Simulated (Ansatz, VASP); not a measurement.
One calculation of SiC, two programs

File INCAR:

```
  PREC = Accurate
  ENCUT = 520
  EDIFF = 1E-7
  ISMEAR = 0
  SIGMA = 0.01
  LREAL = False
  LASPH = True
  NELM = 100
  ALGO = Normal
  ISIF = 2
  LWAVE = False
  LCHARG = False
  NBANDS = 11
```

File KPOINTS:

```
regular mesh
0
Gamma
  8 8 8
```

File POSCAR:

```
SiC
1.0
    0.0000000000      2.1644853731      2.1753077999
    2.1644853731      0.0000000000      2.1753077999
    2.1644853731      2.1644853731      0.0000000000
Si C
1 1
Direct
    0.0000000000      0.0000000000      0.0000000000
    0.7500000000      0.7500000000      0.7500000000
```

Input for Ansatz:

```yaml
crystal:
  lattice:
    - [0.0, 2.16448537307, 2.17530779993]
    - [2.16448537307, 0.0, 2.17530779993]
    - [2.16448537307, 2.16448537307, 0.0]
  atoms:
    - { symbol: Si, position: [0.0, 0.0, 0.0] }
    - { symbol: C, position: [0.75, 0.75, 0.75] }
kpoints:
  mp_grid: { grid: [8, 8, 8] }
scf:
  occupations: { method: fixed }
  convergence: { dr2_threshold: 1.0e-10 }
hamiltonian:
  xc: lda
  pseudopotentials: { kind: all_electron, lapw: { basis_error: 0.0005 } }
output:
  forces: true
  stress: true
  eigenstates:
    kpoints:
      - [0.0, 0.0, 0.0]
      - [0.0, -0.5, -0.5]
      - [-0.5, 0.0, -0.5]
      - [-0.5, -0.5, 0.0]
      - [0.0, 0.5, 0.0]
      - [0.5, 0.0, 0.0]
      - [0.0, 0.0, 0.5]
      - [0.5, 0.5, 0.5]
  eigenvalues: true
```

Change from the starting cell: z stretched by +0.5 %, x and y held.

Alike in both runs: task single point; functional LDA; k mesh 8 × 8 × 8; no spin polarisation.

```csv
,VASP,Ansatz
version,VASP 6.6.1,Ansatz 0.2.0
potentials or method,"VASP PAW LDA potentials, release 64 (Si, C)","all-electron LAPW, scalar-relativistic"
plane-wave cutoff (eV),520,see its input
occupations,"gaussian, width 0.01 eV",fixed
```

|  | VASP | Ansatz | Ansatz less VASP |
| --- | --- | --- | --- |
| gap on the k mesh at the Fermi level (eV) | 1.26 | 1.28 | +0.012 |
| pressure (GPa) | -0.7 | -1.2 | -0.43 |
| largest component of the traceless stress (GPa) | 0.87 | 0.88 | +0.001 |

Ansatz ran all-electron here, so the differences hold the error of VASP's frozen core and of both bases.

A k mesh can miss the band edges.
